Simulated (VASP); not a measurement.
# RbBr (Pm-3m) in VASP: equation of state

How stiff is RbBr in PBE, and what volume does it want? The cell is scaled to several volumes.

Program: VASP 6.6.1. These are calculated values, not measurements. Logs are shortened: lines on timing, memory, paths and dates and some standing lists are left out, and cuts for length are marked.

### Step 1. The crystal as given

It takes space group Pm-3m (No. 221, cubic). Conventional cell: a = 4.126 Å, b = 4.126 Å, c = 4.126 Å, α = 90.00°, β = 90.00°, γ = 90.00°. Rb (site symmetry m-3m) is surrounded by 8 Br at 3.57 Å. Br (site symmetry m-3m) has 8 Rb at 3.57 Å as nearest neighbours.

The cell comes from a database or a generator and needn't be the stable form of this composition.

### Step 2. Equation of state, PBE, 33.01 Å³/atom (volume scaled by 0.94)

INCAR

```
PREC = Accurate
ENCUT = 520
EDIFF = 1E-7
ISMEAR = -1
SIGMA = 0.05
LREAL = F
LASPH = T
NELM = 80
ALGO = Normal
ISIF = 2
LWAVE = F
LCHARG = F
GGA = PE
NBANDS = 15
```

KPOINTS

```
regular mesh
0
Gamma
  7 7 7
```

POSCAR

```
RbBr
1.0
    4.0418480066      0.0000000000      0.0000000000
    0.0000000000      4.0418480066      0.0000000000
    0.0000000000      0.0000000000      4.0418480066
Rb Br
1 1
Direct
    0.0000000000      0.0000000000      0.0000000000
    0.5000000000      0.5000000000      0.5000000000
```

Potentials or basis: VASP PAW PBE potentials, release 64 (Rb_sv, Br).

Started as:

```sh
cat potpaw_PBE.64/Rb_sv/POTCAR potpaw_PBE.64/Br/POTCAR > POTCAR
mpirun -np 1 vasp_std > vasp.out
```

OUTCAR:

```text
PREC = Accurate
   ENCUT = 520
   EDIFF = 1E-7
   ISMEAR = -1
   LREAL = F
   LASPH = T
   NELM = 80
   ISIF = 2
   GGA = PE

 ion  position               nearest neighbor table
   1  0.000  0.000  0.000-   2 3.50   2 3.50   2 3.50   2 3.50   2 3.50   2 3.50   2 3.50   2 3.50

   2  0.500  0.500  0.500-   1 3.50   1 3.50   1 3.50   1 3.50   1 3.50   1 3.50   1 3.50   1 3.50

  LATTYP: Found a simple cubic cell.
 ALAT       =     4.0418480066

  Lattice vectors:

 A1 = (   4.0418480066,   0.0000000000,   0.0000000000)
 A2 = (   0.0000000000,   4.0418480066,   0.0000000000)
 A3 = (   0.0000000000,   0.0000000000,   4.0418480066)

Analysis of symmetry for initial positions (statically):
=====================================================================
 Subroutine PRICEL returns:
 Original cell was already a primitive cell.

 Routine SETGRP: Setting up the symmetry group for a
 simple cubic supercell.

 Subroutine GETGRP returns: Found 48 space group operations
 (whereof 48 operations were pure point group operations)
 out of a pool of 48 trial point group operations.

The static configuration has the point symmetry O_h .

Analysis of symmetry for dynamics (positions and initial velocities):
=====================================================================
 Subroutine PRICEL returns:
 Original cell was already a primitive cell.

 Routine SETGRP: Setting up the symmetry group for a
 simple cubic supercell.

 Subroutine GETGRP returns: Found 48 space group operations
 (whereof 48 operations were pure point group operations)
 out of a pool of 48 trial point group operations.

The dynamic configuration has the point symmetry O_h .

 Subroutine INISYM returns: Found 48 space group operations
 (whereof 48 operations are pure point group operations),
 and found     1 'primitive' translations

----------------------------------------------------------------------------------------

                                     Primitive cell

  volume of cell :      66.0298

  direct lattice vectors                    reciprocal lattice vectors
     4.041848007  0.000000000  0.000000000     0.247411580  0.000000000  0.000000000
     0.000000000  4.041848007  0.000000000     0.000000000  0.247411580  0.000000000
     0.000000000  0.000000000  4.041848007     0.000000000  0.000000000  0.247411580

  length of vectors
     4.041848007  4.041848007  4.041848007     0.247411580  0.247411580  0.247411580

  position of ions in fractional coordinates (direct lattice)
     0.000000000  0.000000000  0.000000000
     0.500000000  0.500000000  0.500000000

  ion indices of the primitive-cell ions
   primitive index   ion index
                 1           1
                 2           2

----------------------------------------------------------------------------------------

 KPOINTS: regular mesh

Automatic generation of k-mesh.
 Grid dimensions read from file:
 generate k-points for:    7    7    7

 Generating k-lattice:

  Cartesian coordinates                     Fractional coordinates (reciprocal lattice)
     0.035344511  0.000000000  0.000000000     0.142857143  0.000000000  0.000000000
     0.000000000  0.035344511  0.000000000     0.000000000  0.142857143  0.000000000
     0.000000000  0.000000000  0.035344511     0.000000000  0.000000000  0.142857143

  Length of vectors
     0.035344511  0.035344511  0.035344511

  Shift w.r.t. Gamma in fractional coordinates (k-lattice)
     0.000000000  0.000000000  0.000000000

 Subroutine IBZKPT returns following result:
 ===========================================

 Found     20 irreducible k-points:

 Following reciprocal coordinates:
            Coordinates               Weight
  0.000000  0.000000  0.000000      1.000000
  0.142857  0.000000  0.000000      6.000000
  0.285714  0.000000  0.000000      6.000000
  0.428571  0.000000  0.000000      6.000000
  0.142857  0.142857  0.000000     12.000000
  0.285714  0.142857  0.000000     24.000000
[... 12 lines left out ...]
  0.428571  0.428571  0.285714     24.000000
  0.428571  0.428571  0.428571      8.000000
   k-points           NKPTS =     20   k-points in BZ     NKDIM =     20   number of bands    NBANDS=     15
   number of dos      NEDOS =    301   number of ions     NIONS =      2
   total plane-waves  NPLWV =  27000
   dimension x,y,z NGX =    30 NGY =   30 NGZ =   30
   dimension x,y,z NGXF=    60 NGYF=   60 NGZF=   60
   ions per type =               1   1
   NGX,Y,Z   is equivalent  to a cutoff of  12.34, 12.34, 12.34 a.u.
   NGXF,Y,Z  is equivalent  to a cutoff of  24.68, 24.68, 24.68 a.u.
 SYSTEM =  unknown system
   PREC   = accura    normal or accurate (medium, high low for compatibility)
   ISTART =      0    job   : 0-new  1-cont  2-samecut
   ICHARG =      2    charge: 1-file 2-atom 10-const
   ISPIN  =      1    spin polarized calculation?
   LNONCOLLINEAR =      F non collinear calculations
   LSORBIT =      F    spin-orbit coupling
   LASPH  =      T    aspherical Exc in radial PAW
   ENCUT  =  520.0 eV  38.22 Ry    6.18 a.u.   7.52  7.52  7.52*2*pi/ulx,y,z
   NELM   =     80;   NELMIN=  2; NELMDL= -5     # of ELM steps
   EDIFF  = 0.1E-06   stopping-criterion for ELM
   LREAL  =      F    real-space projection
   EDIFFG = 0.1E-05   stopping-criterion for IOM
   NSW    =      0    number of steps for IOM
   IBRION =     -1    ionic relax: 0-MD 1-quasi-New 2-CG
   NFREE  =      0    steps in history (QN), initial steepest desc. (CG)
   ISIF   =      2    stress and relaxation
   ISYM   =      2    0-nonsym 1-usesym 2-fastsym
   POTIM  = 0.5000    time-step for ionic-motion
   TEBEG  =    0.0;   TEEND  =   0.0 temperature during run
   PSTRESS=    0.0 pullay stress
   NELECT =      16.0000    total number of electrons
   NUPDOWN=      -1.0000    fix difference up-down
   EMIN   =  10.00;   EMAX   =-10.00  energy-range for DOS
   EFERMI =   0.00;   METHOD = LEGACY
   ISMEAR =    -1;   SIGMA  =   0.05  broadening in eV -4-tet -1-fermi 0-gaus
   EFERMI_NEDOS =   21; number of points for ismear=-14 and -15
   IALGO  =     38    algorithm
   IMIX   =      4    mixing-type and parameters
     AMIX     =   0.40;   BMIX     =  1.00
     AMIX_MAG =   1.60;   BMIX_MAG =  1.00
  volume/ion in A,a.u.               =      33.01       222.80
  Fermi-wavevector in a.u.,A,eV,Ry     =   1.020630  1.928710 14.172983  1.041685
  Thomas-Fermi vector in A             =   2.154210
   LORBIT       =      0    0 simple, 1 ext, 2 COOP (PROOUT), +10 PAW based schemes
   GGA     = PE    functional components
   LHFCALC =     F    Hartree Fock is set to
   AEXX    =    0.0000 exact exchange contribution
   IVDW    =     0    specifies the selected vdW correction
   LEPSILON=     F    determine dielectric tensor
   LRPA    =     F    only Hartree local field effects (RPA)
 non-spin polarized calculation
  energy-cutoff  :      520.00
  volume of cell :       66.03
 maximum number of plane-waves:      1800
 NGX is ok and might be reduce to    30
   NGX = 15   NGY = 15   NGZ = 15

 number of electron      15.9999996 magnetization

 Free energy of the ion-electron system (eV)
  ---------------------------------------------------
  ext. energy  EPLUGINS =         0.00000000
  ---------------------------------------------------
  free energy    TOTEN  =        -5.95779449 eV

  energy without entropy =       -5.95779449  energy(sigma->0) =       -5.95779449

 E-fermi :   0.6950     XC(G=0):  -8.1958

 val. band max:       -0.3818847050   @ k =   0.4286   0.4286   0.0000
 cond. band min:       3.9486105371   @ k =   0.0000   0.0000   0.0000
 fundamental gap:      4.3304952420
 Fermi energy:         0.6949921667

 k-point     1 :       0.0000    0.0000    0.0000
  band No.  band energies     occupation
      1     -25.3759      2.00000
      2     -13.0818      2.00000
      3      -9.3477      2.00000
      4      -9.3477      2.00000
      5      -9.3477      2.00000
      6      -0.5098      2.00000
      7      -0.5098      2.00000
      8      -0.5098      2.00000
      9       3.9486      0.00000
     10       5.1465      0.00000
     11       5.1465      0.00000
     12       9.7416      0.00000
     13       9.7416      0.00000
     14       9.7416      0.00000
     15      12.5406      0.00000

 k-point     2 :       0.1429    0.0000    0.0000
  band No.  band energies     occupation
      1     -25.3708      2.00000
      2     -13.0821      2.00000
      3      -9.3782      2.00000
      4      -9.3364      2.00000
      5      -9.3364      2.00000
      6      -0.9393      2.00000
      7      -0.5288      2.00000
      8      -0.5288      2.00000
      9       4.4779      0.00000
     10       5.3087      0.00000
     11       5.6464      0.00000
     12       9.6377      0.00000
     13       9.6377      0.00000
     14       9.8639      0.00000
     15      11.4645      0.00000

 k-point     3 :       0.2857    0.0000    0.0000
  band No.  band energies     occupation
      1     -25.3594      2.00000
      2     -13.0850      2.00000
      3      -9.4383      2.00000
      4      -9.3110      2.00000
      5      -9.3110      2.00000
      6      -1.6896      2.00000
      7      -0.5733      2.00000
      8      -0.5733      2.00000
      9       5.6031      0.00000
     10       5.7745      0.00000
     11       6.8103      0.00000
     12       9.5462      0.00000
     13       9.5462      0.00000
     14       9.8401      0.00000
     15      10.1899      0.00000
[... 271 lines left out ...]
 k-point    19 :       0.4286    0.4286    0.2857
  band No.  band energies     occupation
      1     -25.3126      2.00000
      2     -12.7995      2.00000
      3      -9.6404      2.00000
      4      -9.6330      2.00000
      5      -9.4831      2.00000
      6      -1.6711      2.00000
      7      -1.6607      2.00000
      8      -1.3226      2.00000
      9       6.5629      0.00000
     10       7.5269      0.00000
     11       7.7622      0.00000
     12       8.2718      0.00000
     13       9.6475      0.00000
     14       9.7751      0.00000
     15      12.1264      0.00000

 k-point    20 :       0.4286    0.4286    0.4286
  band No.  band energies     occupation
      1     -25.3047      2.00000
      2     -12.7512      2.00000
      3      -9.6114      2.00000
      4      -9.6034      2.00000
      5      -9.6034      2.00000
      6      -1.7819      2.00000
      7      -1.7819      2.00000
      8      -1.7125      2.00000
      9       7.5039      0.00000
     10       7.9315      0.00000
     11       7.9315      0.00000
     12       9.1874      0.00000
     13       9.3398      0.00000
     14       9.3398      0.00000
     15      12.2249      0.00000

------------------------ aborting loop because EDIFF is reached ----------------------------------------

  FORCE on cell =-STRESS in cart. coord.  units (eV):
  Direction    XX          YY          ZZ          XY          YZ          ZX
  --------------------------------------------------------------------------------------
  -------------------------------------------------------------------------------------
  Total        0.8729566      0.8729566      0.8729566     -0.0000000      0.0000000      0.0000000
  in kB       21.1818203     21.1818203     21.1818203     -0.0000000      0.0000000      0.0000000
  external PRESSURE =      21.1818203 kB  Pullay stress =       0.0000000 kB

 VOLUME and BASIS-vectors are now :
 -----------------------------------------------------------------------------
  energy-cutoff  :      520.00
  volume of cell :       66.03
      direct lattice vectors                 reciprocal lattice vectors
     4.041848007  0.000000000  0.000000000     0.247411580  0.000000000  0.000000000
     0.000000000  4.041848007  0.000000000     0.000000000  0.247411580  0.000000000
     0.000000000  0.000000000  4.041848007     0.000000000  0.000000000  0.247411580

 POSITION                                       TOTAL-FORCE (eV/Angst)
 -----------------------------------------------------------------------------------
      0.00000      0.00000      0.00000         0.000000      0.000000      0.000000
      2.02092      2.02092      2.02092         0.000000      0.000000      0.000000
 -----------------------------------------------------------------------------------
    total drift:                                0.000000      0.000000     -0.000000

  FREE ENERGIE OF THE ION-ELECTRON SYSTEM (eV)
  ---------------------------------------------------
  free  energy   TOTEN  =        -5.9577944913 eV

  energy  without entropy=       -5.9577944913  energy(sigma->0) =       -5.95779449
```

Wall time 8.2 s (1 thread of Intel Xeon 6975P-C (Granite Rapids), shared host); peak memory 0.17 GiB.

Results:

* Free energy: -5.9578 eV
* Pressure: 2.1 GPa
* Band gap on the k mesh: 4.33 eV, indirect (least direct gap 4.46 eV)

Caveat: an odd mesh through Γ misses points on the zone boundary, where band edges often lie.

### Step 3. Equation of state, PBE, 33.72 Å³/atom (volume scaled by 0.96)

INCAR

```
  PREC = Accurate
  ENCUT = 520
  EDIFF = 1E-7
  ISMEAR = -1
  SIGMA = 0.05
  LREAL = False
  LASPH = True
  NELM = 60
  ALGO = Normal
  ISIF = 2
  LWAVE = False
  LCHARG = False
  GGA = PE
  NBANDS = 15
```

KPOINTS is that of step 2.

POSCAR

```
RbBr
1.0
    4.0703126628      0.0000000000      0.0000000000
    0.0000000000      4.0703126628      0.0000000000
    0.0000000000      0.0000000000      4.0703126628
Rb Br
1 1
Direct
    0.0000000000      0.0000000000      0.0000000000
    0.5000000000      0.5000000000      0.5000000000
```

Potentials or basis: VASP PAW PBE potentials, release 64 (Rb_sv, Br).

Started as:

```sh
cat potpaw_PBE.64/Rb_sv/POTCAR potpaw_PBE.64/Br/POTCAR > POTCAR
mpirun -np 1 vasp_std > vasp.out
```

Run time: 8.4 s. Hardware: 1 thread of Intel Xeon 6975P-C (Granite Rapids), shared host; peak memory 0.17 GiB.

Results (log left out):

```yaml
Free_energy: -5.9743 eV
Pressure: 1.6 GPa
Band_gap_on_the_k_mesh: 4.25 eV, indirect (least direct gap 4.38 eV)
```

Caveat: an odd mesh through Γ misses points on the zone boundary, where band edges often lie.

### Step 4. Equation of state, PBE, 34.42 Å³/atom (volume scaled by 0.98)

INCAR

```
SYSTEM = RbBr
PREC     = Accurate       ! precision mode
ENCUT    = 520            ! plane-wave cutoff, eV
EDIFF    = 1E-7           ! SCF threshold, eV
ISMEAR   = -1             ! smearing method
SIGMA    = 0.05           ! smearing width, eV
LREAL    = .FALSE.        ! projectors in reciprocal space
LASPH    = .TRUE.         ! aspherical terms in the spheres
NELM     = 80             ! most SCF steps
ALGO     = Normal         ! electronic algorithm
ISIF     = 2              ! what is computed and relaxed
LWAVE    = .FALSE.        ! write WAVECAR
LCHARG   = .FALSE.        ! write CHGCAR
GGA      = PE             ! functional
NBANDS   = 15             ! bands
```

KPOINTS

```
Automatic mesh
0
G
  7 7 7
  0 0 0
```

POSCAR

```
RbBr
1.0
    4.0983846716      0.0000000000      0.0000000000
    0.0000000000      4.0983846716      0.0000000000
    0.0000000000      0.0000000000      4.0983846716
Rb Br
1 1
Direct
    0.0000000000      0.0000000000      0.0000000000
    0.5000000000      0.5000000000      0.5000000000
```

Started as:

```sh
cat potpaw_PBE.64/Rb_sv/POTCAR potpaw_PBE.64/Br/POTCAR > POTCAR
mpirun -np 1 vasp_std > vasp.out
```

It took 8.7 s on 1 thread of Intel Xeon 6975P-C (Granite Rapids), shared host; peak memory 0.16 GiB.

The run converged. Its results:

```yaml
Free_energy: -5.9868 eV
Pressure: 1.2 GPa
Band_gap_on_the_k_mesh: 4.18 eV, indirect (least direct gap 4.31 eV)
```

Caveat: an odd mesh through Γ misses points on the zone boundary, where band edges often lie.

### Step 5. Equation of state, PBE, 35.82 Å³/atom (volume scaled by 1.02)

INCAR

```
ALGO = Normal
EDIFF = 1E-7
ENCUT = 520
GGA = PE
ISIF = 2
ISMEAR = -1
LASPH = True
LCHARG = False
LREAL = False
LWAVE = False
NBANDS = 15
NELM = 60
PREC = Accurate
SIGMA = 0.05
```

KPOINTS

```
k-points
0
Gamma
  7 7 7
```

POSCAR

```
RbBr
1.0
    4.1534031116      0.0000000000      0.0000000000
    0.0000000000      4.1534031116      0.0000000000
    0.0000000000      0.0000000000      4.1534031116
Rb Br
1 1
Direct
    0.0000000000      0.0000000000      0.0000000000
    0.5000000000      0.5000000000      0.5000000000
```

Started as:

```sh
cat potpaw_PBE.64/Rb_sv/POTCAR potpaw_PBE.64/Br/POTCAR > POTCAR
mpirun -np 1 vasp_std > vasp.out
```

Wall time 8.4 s (1 thread of Intel Xeon 6975P-C (Granite Rapids), shared host); peak memory 0.18 GiB.

It converged, with:

| Quantity | Value |
| --- | --- |
| Free energy | -6.0017 eV |
| Pressure | 0.5 GPa |
| Band gap on the k mesh | 4.04 eV, indirect (least direct gap 4.17 eV) |

Caveat: an odd mesh through Γ misses points on the zone boundary, where band edges often lie.

### Step 6. Equation of state, PBE, 36.53 Å³/atom (volume scaled by 1.04)

INCAR

```
  PREC = Accurate
  ENCUT = 520
  EDIFF = 1E-7
  ISMEAR = -1
  SIGMA = 0.05
  LREAL = False
  LASPH = True
  NELM = 80
  ALGO = Normal
  ISIF = 2
  LWAVE = False
  LCHARG = False
  GGA = PE
  NBANDS = 15
```

KPOINTS

```
Automatic mesh
0
Gamma
  7 7 7
```

POSCAR

```
RbBr
1.0
    4.1803740174      0.0000000000      0.0000000000
    0.0000000000      4.1803740174      0.0000000000
    0.0000000000      0.0000000000      4.1803740174
Rb Br
1 1
Direct
    0.0000000000      0.0000000000      0.0000000000
    0.5000000000      0.5000000000      0.5000000000
```

Potentials or basis: VASP PAW PBE potentials, release 64 (Rb_sv, Br).

Started as:

```sh
cat potpaw_PBE.64/Rb_sv/POTCAR potpaw_PBE.64/Br/POTCAR > POTCAR
mpirun -np 1 vasp_std > vasp.out
```

Wall time 7.3 s (1 thread of Intel Xeon 6975P-C (Granite Rapids), shared host); peak memory 0.18 GiB.

Results (log left out):

```
Free energy            : -6.0047 eV
Pressure               : 0.2 GPa
Band gap on the k mesh : 3.97 eV, indirect (least direct gap 4.10 eV)
```

Caveat: an odd mesh through Γ misses points on the zone boundary, where band edges often lie.

### Step 7. Equation of state, PBE, 37.23 Å³/atom (volume scaled by 1.06)

INCAR

```
PREC     = Accurate       # precision mode
ENCUT    = 520            # plane-wave cutoff, eV
EDIFF    = 1E-7           # SCF threshold, eV
ISMEAR   = -1             # smearing method
SIGMA    = 0.05           # smearing width, eV
LREAL    = False          # projectors in reciprocal space
LASPH    = True           # aspherical terms in the spheres
NELM     = 100            # most SCF steps
ALGO     = Normal         # electronic algorithm
ISIF     = 2              # what is computed and relaxed
LWAVE    = False          # write WAVECAR
LCHARG   = False          # write CHGCAR
GGA      = PE             # functional
NBANDS   = 15             # bands
```

KPOINTS is that of step 6.

POSCAR

```
RbBr
1.0
    4.2070013214      0.0000000000      0.0000000000
    0.0000000000      4.2070013214      0.0000000000
    0.0000000000      0.0000000000      4.2070013214
Rb Br
1 1
Direct
    0.0000000000      0.0000000000      0.0000000000
    0.5000000000      0.5000000000      0.5000000000
```

Started as:

```sh
cat potpaw_PBE.64/Rb_sv/POTCAR potpaw_PBE.64/Br/POTCAR > POTCAR
mpirun -np 1 vasp_std > vasp.out
```

Run time: 7.1 s. Hardware: 1 thread of Intel Xeon 6975P-C (Granite Rapids), shared host; peak memory 0.18 GiB.

It converged, with:

- Free energy: -6.0052 eV
- Pressure: -0.1 GPa
- Band gap on the k mesh: 3.91 eV, indirect (least direct gap 4.04 eV)

Caveat: an odd mesh through Γ misses points on the zone boundary, where band edges often lie.

### Step 8. Equation of state, PBE

Potentials or basis: VASP PAW PBE potentials, release 64 (Rb_sv, Br).

No new run: the results of the series are fitted here.

Results:

- Equilibrium volume: 37.04 Å³/atom
- Bulk modulus: 13.9 GPa
- Pressure derivative of the bulk modulus: 5.0

Energy against volume, from the lowest point:
| volume (Å³/atom) | energy (meV/atom) |
| --- | --- |
| 33.015 | 23.72 |
| 33.717 | 15.49 |
| 34.420 | 9.22 |
| 35.122 | 4.72 |
| 35.825 | 1.79 |
| 36.527 | 0.27 |
| 37.230 | 0.00 |
